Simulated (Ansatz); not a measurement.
The cell is COD entry 1011375, as deposited and not checked against the literature; nothing was relaxed. The listed cell was then made from it by scaling, straining or moving an atom.

K2S: DFT, PBEsol, all-electron LAPW, scalar-relativistic (Ansatz 0.2.0). What sets it apart from a plain run of this crystal: zz strain of +1 %.

Command: `ansatz run input.yaml --threads 1 --pin off --max-ram 4096MiB --backend cpu --events-out ev --progress --plain --runs-dir out` The run took 11 s on 1 thread of Intel(R) Xeon(R) Platinum 8488C (Sapphire Rapids), on a shared host, peak memory 0.37 GiB.

```yaml
crystal:
  lattice:
    - [0.0, 3.6955, 3.732455]
    - [3.6955, 0.0, 3.732455]
    - [3.6955, 3.6955, 0.0]
  atoms:
    - { symbol: K, position: [0.25, 0.25, 0.25] }
    - { symbol: K, position: [0.75, 0.75, 0.75] }
    - { symbol: S, position: [0.0, 0.0, 0.0] }
kpoints:
  mp_grid: { grid: [7, 7, 7] }
  band_path:
    path:
      - [0.0, 0.0, 0.0]
      - [0.0, 0.5, 0.5]
      - [0.25, 0.75, 0.5]
      - [0.0, 0.5, 0.0]
      - [0.0, 0.0, 0.0]
      - [0.5, 0.5, 0.0]
      - [0.3725370062, 0.6274629938, 0.0]
      - [-0.3725370062, 0.3725370062, 0.0]
      - [0.0, 0.0, 0.0]
    npoints: 5
scf:
  occupations: { method: fermi_dirac, width: 0.01 }
hamiltonian:
  xc: pbesol
  pseudopotentials: { kind: all_electron, lapw: { basis_error: 0.0005 } }
output:
  forces: true
  stress: true
  eigenvalues: true
```

Output (standing set-up lines are left out):

```
LAPW: plane waves up to 6.076 Å⁻¹, error target 5.0e-4 eV per atom; small_component_spin mean_spin; S in spheres of 1.556 Å, 14 of its electrons in bands, Dirac shells []; K in spheres of 1.655 Å, 9 of its electrons in bands, Dirac shells []
Crystal: 3 atoms, lattice volume = 101.946 Å³
Basis set: ecut = 140.65127098538628 eV, 387 PW (Γ), exchange–correlation at level 2
Symmetry: 16 space group operations
Space group: I4/mmm (ITA 139), of the structure as read, at distance tolerance 4.7e-5 Å
k-points: 40 of 343
iter 1 solved again at ethr=8.93e-3 eV; its pass at ethr=1.00e-1 eV (dr2=2.86e0 eV) is discarded
SCF iter   1: F=—  HF=-43575.825499 eV  |F-HF|=—  |Δ(HF+E_count)|=         —  Δρ=2.86e-2  dr2=2.86e0  ethr=8.93e-3  ⟨swp⟩=2.1  Hψ=5435  notcnv=0
preconditioner: auto → none  [insulator: Δε(μ)=3.832 eV  Ē_g=14.067 eV  σ=0.010 eV  W_gap=1.00  n_scr=14 (ndim 8)  ℏωp=16.4 eV  f_vac=0.000  D(μ)=0.00/eV (n_scr^D=0)  ε∞_Penn≈2.4]
iter 2 solved again at ethr=1.87e-4 eV; its pass at ethr=8.92e-3 eV (dr2=5.98e-2 eV) is discarded
SCF iter   2: F=—  HF=-43574.665574 eV  |F-HF|=—  |Δ(HF+E_count)|=    1.16e0  Δρ=7.04e-3  dr2=5.97e-2  ethr=1.87e-4  ⟨swp⟩=3.0  Hψ=4642  notcnv=0  defer=4
SCF iter   3: F=—  HF=-43574.494009 eV  |F-HF|=—  |Δ(HF+E_count)|=   1.72e-1  Δρ=4.46e-3  dr2=7.35e-2  ethr=1.87e-4  ⟨swp⟩=3.5  Hψ=3022  notcnv=0
SCF iter   4: F=—  HF=-43574.494886 eV  |F-HF|=—  |Δ(HF+E_count)|=         —  Δρ=5.16e-4  dr2=3.67e-4  ethr=1.87e-4  ⟨swp⟩=3.1  Hψ=2854  notcnv=0
the basis was enlarged: its passes take 359.3 KiB over the memory plan, 1 of 1 planned eigensolver slots
SCF iter   5: F=—  HF=-43574.495034 eV  |F-HF|=—  |Δ(HF+E_count)|=   1.48e-4  Δρ=1.26e-4  dr2=5.46e-5  ethr=1.15e-6  ⟨swp⟩=3.0  Hψ=2934  notcnv=0
SCF iter   6: F=—  HF=-43574.495111 eV  |F-HF|=—  |Δ(HF+E_count)|=   7.68e-5  Δρ=1.74e-5  dr2=8.40e-7  ethr=1.71e-7  ⟨swp⟩=3.0  Hψ=2816  notcnv=0
SCF iter   7: F=-43574.495114 eV  HF=-43574.495114 eV  |F-HF|=7.91e-8  |Δ(HF+E_count)|=   2.50e-6  Δρ=4.09e-6  dr2=4.22e-8  ethr=2.62e-9  ⟨swp⟩=3.0  Hψ=2726  notcnv=0
SCF 1 converged in 7 iterations: F = -43574.495114 eV  dr2 = 4.22e-8
NSCF: frozen V_eff on 41 k-points
SCF converged after 7 iterations
Free energy (F): -43574.495114 eV
Harris-Foulkes:  -43574.495114 eV  (|F-HF|=7.91e-8)
Internal energy: -43574.495114 eV  (E = F + TS)
E sigma→0 (E₀):  -43574.495114 eV
Fermi energy:    4.060982 eV
--- Per-component energies (eV) ---
  E_band       = -1483.316555
  E_kinetic    = 43838.404120
  E_xc         = -2457.243016
  E_electrostatic = -84955.656218  (all electrons and nuclei)
  E_smearing   = -0.000000  (= −TS)
  E_closure    = 0.000000  (closes the sum)
  E_atoms      = -43564.693474  (free atoms, spherical and without spin; not in F)
  Σ components = -43574.495114   (vs F -43574.495114, Δ=0.00e0)
  Basis errors (estimates in eV, not in F): energy 1.9e-4 per atom: plane waves 1.7e-4 (9.5e-5 summed), levels above the bands 2.4e-250, relativity 6.4e-9, radial functions 2.3e-5, core shells 1.8e-7; eigenvalues (radial functions only) 1.7e-6; not estimated: angular momenta, meshes, grids; target (lapw.basis_error) 5.0e-4; muffin-tin radii S 1.556 Å, K 1.655 Å
--- Forces (eV/Å), atoms counted from 1 ---
  atom   1  K      0.00000000     0.00000000     0.00000000
  atom   2  K     -0.00000000    -0.00000000     0.00000000
  atom   3  S      0.00000000     0.00000000    -0.00000000
  max |Σ_I F_I| component: 3.47e-18 eV/Å
--- Stress (GPa, compression-positive) ---
       -0.519620       0.000000       0.000000
        0.000000      -0.519620       0.000000
        0.000000       0.000000      -0.761903
  P = ⅓ Tr σ = -0.6004 GPa (-6.004 kbar)
--- Band table (eV; the first three rows and the last of 40) ---
  k-point 0: bands = ["-199.3984", "-144.4547", "-144.4543", "-144.4543", "-26.1294", "-26.0461", "-9.7993", "-9.7993", "-9.7762", "-9.5555", "-9.5484", "-9.5484", "-6.6767", "2.7059", "2.7165", "2.7165", "5.1792", "8.3025", "8.3420", "10.2626"]
  k-point 1: bands = ["-199.3984", "-144.4547", "-144.4543", "-144.4543", "-26.1251", "-26.0501", "-9.7927", "-9.7885", "-9.7684", "-9.5844", "-9.5658", "-9.5624", "-6.6355", "2.5682", "2.7331", "2.7414", "5.6005", "8.3297", "8.3702", "9.8799"]
  k-point 2: bands = ["-199.3984", "-144.4547", "-144.4543", "-144.4543", "-26.1131", "-26.0612", "-9.7819", "-9.7572", "-9.7439", "-9.6519", "-9.6016", "-9.6006", "-6.5480", "2.3707", "2.7861", "2.7978", "6.4657", "8.4441", "8.4877", "9.0742"]
  k-point 39: bands = ["-199.3984", "-144.4547", "-144.4543", "-144.4543", "-26.0994", "-26.0734", "-9.9809", "-9.8491", "-9.8439", "-9.5316", "-9.5279", "-9.4867", "-6.4249", "2.2122", "2.8380", "2.9136", "6.3921", "8.2216", "9.2374", "9.5035"]
```
